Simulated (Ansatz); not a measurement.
# Ta16S: the cost of one run

Computed with Ansatz 0.2.0 (DFT PBE, scalar-relativistic, plane waves, PAW, unless a step's input says otherwise).

7 further runs of the same task are left out: 7 set aside as unsound or not needed.

### Step 1. The structure to begin with

Symmetry: Pmm2, No. 25, orthorhombic system. Conventional cell: a = 6.638 Å, b = 6.638 Å, c = 20.300 Å, α = 90.00°, β = 90.00°, γ = 90.00°. Ta (site symmetry m) is surrounded by 4 Ta at 2.87 Å. Around Ta (site symmetry m) lie 9 Ta at 2.87 to 3.14 Å. Around Ta (site symmetry m) lie 8 Ta at 2.78 to 2.87 Å. Around Ta (site symmetry m) lie 1 S at 2.38 Å. Around Ta (site symmetry m) lie 5 Ta at 2.78 to 3.14 Å. Only part of the 9 independent sites is listed.

Structure file:

```cif
data_structure
_symmetry_space_group_name_H-M 'P 1'
_symmetry_Int_Tables_number 1
_cell_length_a 6.6379
_cell_length_b 6.6379
_cell_length_c 20.2997
_cell_angle_alpha 90.000
_cell_angle_beta 90.000
_cell_angle_gamma 90.000
_cell_volume 894.45
loop_
_atom_site_label
_atom_site_type_symbol
_atom_site_fract_x
_atom_site_fract_y
_atom_site_fract_z
_atom_site_occupancy
Ta1 Ta 0.25000 0.25000 0.19705 1
Ta2 Ta 0.25000 0.75000 0.19705 1
Ta3 Ta 0.75000 0.25000 0.19705 1
Ta4 Ta 0.75000 0.75000 0.19705 1
Ta5 Ta 0.00000 0.00000 0.27880 1
Ta6 Ta 0.00000 0.50000 0.27880 1
Ta7 Ta 0.50000 0.00000 0.27880 1
Ta8 Ta 0.50000 0.50000 0.27880 1
Ta9 Ta 0.25000 0.25000 0.35991 1
Ta10 Ta 0.25000 0.75000 0.35991 1
Ta11 Ta 0.75000 0.25000 0.35991 1
Ta12 Ta 0.75000 0.75000 0.35991 1
Ta13 Ta 0.00000 0.00000 0.43349 1
Ta14 Ta 0.00000 0.50000 0.43349 1
Ta15 Ta 0.50000 0.00000 0.43349 1
Ta16 Ta 0.50000 0.50000 0.43349 1
S1 S 0.00000 0.25000 0.51723 1
```

This is the geometry of the first run shown, built on a cell relaxed beforehand with the same method.

### Step 2. The scan

Atoms count from 1 in the order of the input.

S is moved over the surface cell; relaxed at each place: the height of the adsorbate's atoms; substrate rigid; the origin of the map has the adsorbate above Ta13.

The axes are (1) position of S17 along the first surface vector, from above Ta13: 8 values from 0.000 to 0.875, periodic; (2) position of S17 along the second surface vector, from above Ta13: 8 values from 0.000 to 0.875, periodic.

Relaxed at each point: the height of the adsorbate's atoms; substrate rigid. Points are written as (first, second).

The two vectors of the plane (Å): (3.319, 0.000, 0.000); (0.000, 3.319, 0.000).

### Step 3. Grid point (0/8, 4/8) of the map's two axes

Input file input.yaml:

```yaml
crystal:
  lattice:
    - [6.6379342675, 0.0, 0.0]
    - [0.0, 6.6379342675, 0.0]
    - [0.0, 0.0, 20.2996557315]
  atoms:
    - { symbol: Ta, position: [0.25, 0.25, 0.1970476767] }
    - { symbol: Ta, position: [0.25, 0.75, 0.1970476767] }
    - { symbol: Ta, position: [0.75, 0.25, 0.1970476767] }
    - { symbol: Ta, position: [0.75, 0.75, 0.1970476767] }
    - { symbol: Ta, position: [0.0, 0.0, 0.2787970221] }
    - { symbol: Ta, position: [0.0, 0.5, 0.2787970221] }
    - { symbol: Ta, position: [0.5, 0.0, 0.2787970221] }
    - { symbol: Ta, position: [0.5, 0.5, 0.2787970221] }
    - { symbol: Ta, position: [0.25, 0.25, 0.3599139031] }
    - { symbol: Ta, position: [0.25, 0.75, 0.3599139031] }
    - { symbol: Ta, position: [0.75, 0.25, 0.3599139031] }
    - { symbol: Ta, position: [0.75, 0.75, 0.3599139031] }
    - { symbol: Ta, position: [0.0, 0.0, 0.4334879294] }
    - { symbol: Ta, position: [0.0, 0.5, 0.4334879294] }
    - { symbol: Ta, position: [0.5, 0.0, 0.4334879294] }
    - { symbol: Ta, position: [0.5, 0.5, 0.4334879294] }
    - { symbol: S, position: [0.0, 0.25, 0.517233192] }
basis:
  ecutwfc: 420
kpoints:
  mp_grid: { grid: [4, 4, 1] }
hamiltonian:
  xc: pbe
  pseudopotentials: { kind: paw, azcp: { folder: soft_1 } }
scf:
  occupations: { method: gaussian, width: 0.1 }
output:
  forces: true
  eigenvalues: true
relax:
  adjacent_minimum: "off"
  f_tol: 0.025
  max_steps: 16
  constraints:
    - { sites: [0, 1, 2, 3, 4, 5, 6, 7, 8, 9, 10, 11, 12, 13, 14, 15] }
    - { sites: [16], fix: xy }
efield:
  axis: 3
  dipole_correction: true
  ramp_width: 0.04
```

On the command line:

```console
$ ansatz run input.yaml --threads 4 --pin off --max-ram 12288MiB --backend cpu --events-out ev --progress --plain --runs-dir out
```

Q: Estimate wall time and peak memory on 4 threads of Intel Xeon Platinum 8259CL at 2.50GHz (Skylake/Cascade Lake), shared host.

About 72 s, with a peak of 2.6 GiB.
